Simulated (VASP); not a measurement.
# Ti2O3 (R-3c) in VASP: single point with PBEsol

Aim: the single point of Ti2O3 with PBEsol.

All numbers are computed with VASP 6.6.1; they aren't measurements. Logs are shortened: lines on timing, memory, paths and dates and some standing lists are left out, and cuts for length are marked.

## 1. The cell of the first run

The structure is trigonal, space group R-3c (No. 167). Conventional cell: a = 5.039 Å, b = 5.039 Å, c = 13.877 Å, α = 90.00°, β = 90.00°, γ = 120.00°. Ti (site symmetry 3) is surrounded by 6 O at 2.00 to 2.05 Å. O (site symmetry 2) has 4 Ti at 2.00 to 2.05 Å as nearest neighbours.

## 2. Single point, PBEsol (relaxed again under DFT PBEsol, scalar-relativistic, plane waves, PAW)

INCAR

```
ALGO = Fast
EDIFF = 1E-6
ENCUT = 520
GGA = PS
ISIF = 2
ISMEAR = 0
LASPH = True
LCHARG = True
LELF = True
LREAL = False
LVHAR = True
LWAVE = False
NBANDS = 53
NELM = 100
PREC = Accurate
SIGMA = 0.1
```

KPOINTS

```
k-points
0
Gamma
  9 9 9
```

POSCAR

```
Ti2O3
1.0
    2.5197034877      1.4547514869      4.6255712125
   -2.5197034877      1.4547514869      4.6255712125
    0.0000000000     -2.9095029739      4.6255712124
Ti O
4 6
Direct
    0.3454249939      0.3454249939      0.3454249939
    0.1545750061      0.1545750061      0.1545750061
    0.6545750061      0.6545750061      0.6545750061
    0.8454249939      0.8454249939      0.8454249939
    0.5617875555      0.9382124445      0.2500000000
    0.2500000000      0.5617875555      0.9382124445
    0.9382124445      0.2500000000      0.5617875555
    0.4382124445      0.0617875555      0.7500000000
    0.7500000000      0.4382124445      0.0617875555
    0.0617875555      0.7500000000      0.4382124445
```

Potentials or basis: VASP PAW PBE potentials, release 64 (Ti_sv, O).

Started as:

```
> cat potpaw_PBE.64/Ti_sv/POTCAR potpaw_PBE.64/O/POTCAR > POTCAR
> mpirun -np 1 vasp_std > vasp.out
```

OUTCAR:

```text
EDIFF = 1E-6
   ENCUT = 520
   GGA = PS
   ISIF = 2
   ISMEAR = 0
   LASPH = True
   LREAL = False
   NELM = 100
   PREC = Accurate

 ion  position               nearest neighbor table
   1  0.345  0.345  0.345-  10 2.00   8 2.00   9 2.00   5 2.05   6 2.05   7 2.05   2 2.65
   2  0.155  0.155  0.155-   9 2.00   8 2.00  10 2.00   5 2.05   7 2.05   6 2.05   1 2.65
   3  0.655  0.655  0.655-   7 2.00   5 2.00   6 2.00   8 2.05   9 2.05  10 2.05   4 2.65
   4  0.845  0.845  0.845-   6 2.00   5 2.00   7 2.00   8 2.05  10 2.05   9 2.05   3 2.65
   5  0.562  0.938  0.250-   3 2.00   4 2.00   1 2.05   2 2.05
   6  0.250  0.562  0.938-   4 2.00   3 2.00   1 2.05   2 2.05
   7  0.938  0.250  0.562-   3 2.00   4 2.00   2 2.05   1 2.05
   8  0.438  0.062  0.750-   1 2.00   2 2.00   3 2.05   4 2.05
   9  0.750  0.438  0.062-   2 2.00   1 2.00   3 2.05   4 2.05
  10  0.062  0.750  0.438-   1 2.00   2 2.00   4 2.05   3 2.05

  LATTYP: Found a trigonal (rhomboedric) cell.
 ALAT       =     5.4645326055
 COS(alpha) =     0.5747710474

  Lattice vectors:

 A1 = (   2.5197034877,   1.4547514869,   4.6255712125)
 A2 = (  -2.5197034877,   1.4547514869,   4.6255712125)
 A3 = (   0.0000000000,  -2.9095029739,   4.6255712124)

Analysis of symmetry for initial positions (statically):
=====================================================================
 Subroutine PRICEL returns:
 Original cell was already a primitive cell.

 Routine SETGRP: Setting up the symmetry group for a
 trigonal (rhombohedral) supercell.

 Subroutine GETGRP returns: Found 12 space group operations
 (whereof  6 operations were pure point group operations)
 out of a pool of 12 trial point group operations.

The static configuration has the point symmetry S_6 .
 The point group associated with its full space group is D_3d.

Analysis of symmetry for dynamics (positions and initial velocities):
=====================================================================
 Subroutine PRICEL returns:
 Original cell was already a primitive cell.

 Routine SETGRP: Setting up the symmetry group for a
 trigonal (rhombohedral) supercell.

 Subroutine GETGRP returns: Found 12 space group operations
 (whereof  6 operations were pure point group operations)
 out of a pool of 12 trial point group operations.

The dynamic configuration has the point symmetry S_6 .
 The point group associated with its full space group is D_3d.

[... 123 lines left out ...]
   TEBEG  =    0.0;   TEEND  =   0.0 temperature during run
   PSTRESS=    0.0 pullay stress
   NELECT =      84.0000    total number of electrons
   NUPDOWN=      -1.0000    fix difference up-down
   EMIN   =  10.00;   EMAX   =-10.00  energy-range for DOS
   EFERMI =   0.00;   METHOD = LEGACY
   ISMEAR =     0;   SIGMA  =   0.10  broadening in eV -4-tet -1-fermi 0-gaus
   EFERMI_NEDOS =   21; number of points for ismear=-14 and -15
   IALGO  =     68    algorithm
   IMIX   =      4    mixing-type and parameters
     AMIX     =   0.40;   BMIX     =  1.00
     AMIX_MAG =   1.60;   BMIX_MAG =  1.00
  volume/ion in A,a.u.               =      10.17        68.65
  Fermi-wavevector in a.u.,A,eV,Ry     =   1.535853  2.902341 32.094025  2.358844
  Thomas-Fermi vector in A             =   2.642583
   LORBIT       =      0    0 simple, 1 ext, 2 COOP (PROOUT), +10 PAW based schemes
   GGA     = PS    functional components
   LHFCALC =     F    Hartree Fock is set to
   AEXX    =    0.0000 exact exchange contribution
   IVDW    =     0    specifies the selected vdW correction
   LEPSILON=     F    determine dielectric tensor
   LRPA    =     F    only Hartree local field effects (RPA)
 non-spin polarized calculation
 RMM-DIIS sequential band-by-band and
 Gauss-broadening in eV      SIGMA  =   0.10
  energy-cutoff  :      520.00
  volume of cell :      101.73
 maximum number of plane-waves:      2768
 NGX is ok and might be reduce to    42
   NGX = 21   NGY = 21   NGZ = 21

 number of electron      83.9999999 magnetization

 Free energy of the ion-electron system (eV)
  ---------------------------------------------------
  ext. energy  EPLUGINS =         0.00000000
  ---------------------------------------------------
  free energy    TOTEN  =       -94.58248869 eV

  energy without entropy =      -94.56085220  energy(sigma->0) =      -94.57167045

 E-fermi :   8.9619     XC(G=0): -12.1500

 val. band max:        8.9426777867   @ k =   0.3333   0.2222   0.2222
 cond. band min:       8.9634353456   @ k =  -0.4444   0.4444   0.3333
 fundamental gap:      0.0207575589
 Fermi energy:         8.9618659376

 k-point     1 :       0.0000    0.0000    0.0000
  band No.  band energies     occupation
      1     -49.1734      2.00000
      2     -49.0965      2.00000
      3     -49.0917      2.00000
      4     -49.0324      2.00000
      5     -25.8281      2.00000
      6     -25.8281      2.00000
[... 1333 lines left out ...]
     52      10.9508      0.00000
     53      11.8801      0.00000

 [... further k-points ...]

------------------------ aborting loop because EDIFF is reached ----------------------------------------

  FORCE on cell =-STRESS in cart. coord.  units (eV):
  Direction    XX          YY          ZZ          XY          YZ          ZX
  --------------------------------------------------------------------------------------
  -------------------------------------------------------------------------------------
  Total        0.4204773      0.4204773      0.4494504      0.0000000      0.0000000      0.0000000
  in kB        6.6221387      6.6221387      7.0784381      0.0000000      0.0000000      0.0000000
  external PRESSURE =       6.7742385 kB  Pullay stress =       0.0000000 kB

 VOLUME and BASIS-vectors are now :
 -----------------------------------------------------------------------------
  energy-cutoff  :      520.00
  volume of cell :      101.73
      direct lattice vectors                 reciprocal lattice vectors
     2.519703488  1.454751487  4.625571212     0.198436047  0.114567105  0.072063172
    -2.519703488  1.454751487  4.625571212    -0.198436047  0.114567105  0.072063172
     0.000000000 -2.909502974  4.625571212     0.000000000 -0.229134210  0.072063172

 POSITION                                       TOTAL-FORCE (eV/Angst)
 -----------------------------------------------------------------------------------
      0.00000     -0.00000      4.79336         0.000000     -0.000000      0.028604
      0.00000     -0.00000      2.14499         0.000000      0.000000     -0.028604
      0.00000     -0.00000      9.08335         0.000000      0.000000     -0.028604
      0.00000     -0.00000     11.73172         0.000000     -0.000000      0.028604
     -0.94848      1.45475      8.09475         0.009642     -0.000000     -0.000000
     -0.78561     -1.54878      8.09475        -0.004821      0.008350      0.000000
      1.73409      0.09403      8.09475        -0.004821     -0.008350     -0.000000
      0.94848     -1.45475      5.78196        -0.009642      0.000000     -0.000000
      0.78561      1.54878      5.78196         0.004821     -0.008350     -0.000000
     -1.73409     -0.09403      5.78196         0.004821      0.008350      0.000000
 -----------------------------------------------------------------------------------
    total drift:                               -0.000000     -0.000000      0.000000

  FREE ENERGIE OF THE ION-ELECTRON SYSTEM (eV)
  ---------------------------------------------------
  free  energy   TOTEN  =       -94.5824886946 eV

  energy  without entropy=      -94.5608521979  energy(sigma->0) =      -94.57167045
```

Run time: 27 min. Hardware: 1 thread of Intel Xeon Platinum 8488C (Sapphire Rapids), shared host; peak memory 0.49 GiB.

What came out:

```yaml
Free_energy: -94.5825 eV
Pressure: 0.7 GPa
Largest_force: 0.029 eV/Å
Band_gap_on_the_k_mesh: none (metal or under the smearing width)
```

Forces in eV/Å, atoms in the order of the input:
```
Ti   0.000  0.000  0.029
Ti   0.000  0.000 -0.029
Ti   0.000  0.000 -0.029
Ti   0.000  0.000  0.029
O    0.010  0.000  0.000
O   -0.005  0.008  0.000
O   -0.005 -0.008  0.000
O   -0.010  0.000  0.000
O    0.005 -0.008  0.000
O    0.005  0.008  0.000
```

Caveat: the PAW data sets were made with another functional, which shifts forces and pressure a little; semilocal functionals often make such compounds metallic where correlation or magnetic order opens a gap, which also shifts bond lengths.
